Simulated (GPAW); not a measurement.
A run of GPAW 26.7.0 is set up as follows.

Contents of run.py:

```python
from ase.dft.bandgap import bandgap
from ase.io import read, write
from ase.units import GPa
from gpaw import GPAW, PW

atoms = read('Te.xyz')

calc = GPAW(mode=PW(600),
            xc='PBE',
            kpts={'size': (7, 7, 5), 'gamma': True},
            occupations={'name': 'methfessel-paxton', 'order': 0, 'width': 0.011},
            nbands=19,
            convergence={'density': 1e-05, 'energy': 1e-05},
            maxiter=150,
            txt='gpaw.txt')
atoms.calc = calc
energy = atoms.get_potential_energy()
forces = atoms.get_forces()
stress = atoms.get_stress()
calc.write('gs.gpw')
write('result.traj', atoms)
print(f'Energy: {energy:.6f} eV')
print('Forces (eV/A):')
print(forces.round(4))
print('Stress (GPa):', (stress / GPa).round(3))
print('Fermi level:', round(calc.get_fermi_level(), 4), 'eV')
print(f'Gap: {bandgap(calc)[0]:.4f} eV, direct: {bandgap(calc, direct=True)[0]:.4f} eV')
```

The input Te.xyz:

```xyz
3
Lattice="4.4540000000 0.0000000000 0.0000000000 -2.2270000000 3.8572771485 0.0000000000 0.0000000000 0.0000000000 5.9240000000" Properties=species:S:1:pos:R:3 pbc="T T T"
Te     1.6279370000      2.8196695956      0.0000000000
Te    -0.5990630000      1.0376075529      3.9493333335
Te     1.1981260000      0.0000000000      1.9746666665
```

Potentials or basis: GPAW PAW data sets (gpaw-data 1.2.1), pw.

The run is started by

```sh
$ OMP_NUM_THREADS=1 python run.py
```

Q: What does it give for the largest force?

A: 0.111 eV/Å.

Q: What does it give for the pressure?

A: 1.1 GPa.

Forces in eV/Å, atoms in the order of the input:
```
Te  -0.055 -0.096  0.000
Te  -0.055  0.096  0.000
Te   0.111  0.000  0.000
```

Caveat: spin-orbit coupling is left out, which moves the levels of the heavy elements; an odd mesh through Γ misses points on the zone boundary, where band edges often lie.
